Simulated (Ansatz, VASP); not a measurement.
This is a calculation of SnO2 (Cassiterite) for Ansatz 0.2.0.

input.yaml

```yaml
crystal:
  lattice:
    - [4.738, 0.0, 0.0]
    - [0.0, 4.738, 0.0]
    - [0.0, 0.0, 3.1865]
  atoms:
    - { symbol: Sn, position: [0.5, 0.5, 0.5] }
    - { symbol: Sn, position: [0.0, 0.0, 0.0] }
    - { symbol: O, position: [0.8071, 0.1929, 0.5] }
    - { symbol: O, position: [0.6929, 0.6929, 0.0] }
    - { symbol: O, position: [0.1929, 0.8071, 0.5] }
    - { symbol: O, position: [0.3071, 0.3071, 0.0] }
hamiltonian:
  xc: pbe
  pseudopotentials: { kind: paw }
kpoints:
  mp_grid: { grid: [6, 6, 8] }
scf:
  occupations: { method: gaussian, width: 0.012 }
output:
  forces: true
  stress: true
  eigenvalues: true
```

Potentials or basis: Ansatz PAW.

Run with:

```console
$ ansatz run input.yaml --threads 2 --pin off --max-ram 5632MiB --backend cpu --events-out ev --progress --plain --runs-dir out
```

**Question.** Translate it to VASP 6.6.1. Potentials there: VASP PAW PBE potentials, release 64 (Sn_d, O).

**Answer.** As run (the cutoff follows the program's own potentials):

The input INCAR:

```
ALGO = Normal
EDIFF = 1E-6
ENCUT = 520
GGA = PE
ISIF = 2
ISMEAR = 0
LASPH = True
LCHARG = True
LELF = True
LREAL = False
LVHAR = True
LWAVE = False
NELM = 80
PREC = Accurate
SIGMA = 0.012
```

Contents of KPOINTS:

```
k-points
0
Gamma
  6 6 8
```

Contents of POSCAR:

```
SnO2
1.0
    4.7380000000      0.0000000000      0.0000000000
    0.0000000000      4.7380000000      0.0000000000
    0.0000000000      0.0000000000      3.1865000000
Sn O
2 4
Direct
    0.5000000000      0.5000000000      0.5000000000
    0.0000000000      0.0000000000      0.0000000000
    0.8071000000      0.1929000000      0.5000000000
    0.6929000000      0.6929000000      0.0000000000
    0.1929000000      0.8071000000      0.5000000000
    0.3071000000      0.3071000000      0.0000000000
```

Potentials or basis: VASP PAW PBE potentials, release 64 (Sn_d, O).

Launch:

```bash
$ cat potpaw_PBE.64/Sn_d/POTCAR potpaw_PBE.64/O/POTCAR > POTCAR
$ mpirun -np 1 vasp_std > vasp.out
```

Both were run:

|  | VASP | Ansatz | Ansatz less VASP |
| --- | --- | --- | --- |
| gap on the k mesh at the Fermi level (eV) | 1.27 | 1.28 | +0.010 |
| least direct gap on the mesh (eV) | 1.27 | 1.28 | +0.010 |
| pressure (GPa) | 11.8 | 11.1 | -0.73 |
| largest component of the traceless stress (GPa) | 2.20 | 1.97 | -0.234 |
| rms of the force components (eV/Å) | 0.139 | 0.130 | -0.0091 |

Atom by atom the forces differ by 0.009 eV/Å (rms over components).

Caveats: spin-orbit coupling is left out, which moves the levels of the heavy elements; the pressure holds a Pulay correction of +0.8 GPa for the finite cutoff (Ansatz). PBE gaps usually lie below the measured ones, often by a third to a half.
